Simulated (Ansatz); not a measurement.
Input of an Ansatz 0.2.0 run:

Contents of input.yaml:

```yaml
crystal:
  lattice:
    - [0.0, 2.403555696, 2.403555696]
    - [2.403555696, 0.0, 2.403555696]
    - [2.403555696, 2.403555696, 0.0]
  atoms:
    - { symbol: Ca, position: [0.0, 0.0, 0.0] }
    - { symbol: O, position: [0.5, 0.5, 0.5] }
hamiltonian:
  xc: pbe
  pseudopotentials: { kind: paw }
kpoints:
  mp_grid: { grid: [10, 10, 10] }
scf:
  occupations: { method: gaussian, width: 0.027 }
output:
  forces: true
  stress: true
  eigenvalues: true
  write_density: true
  write_potential: true
  elf: true
  volumetric_format: npy
```

Potentials or basis: Ansatz PAW.

Run with:

```bash
$ ansatz run input.yaml --threads 2 --pin off --max-ram 5632MiB --backend cpu --events-out ev --progress --plain --runs-dir out
```

Problem. Estimate the pressure.

Solution. 1.6 GPa.

Problem. Predict the band gap on the k mesh.

Solution. 3.66 eV, indirect (least direct gap 4.03 eV).

Caveat: the pressure holds a Pulay correction of +0.4 GPa for the finite cutoff. Expect the measured gap to be larger: semilocal functionals such as PBE lack the derivative discontinuity.
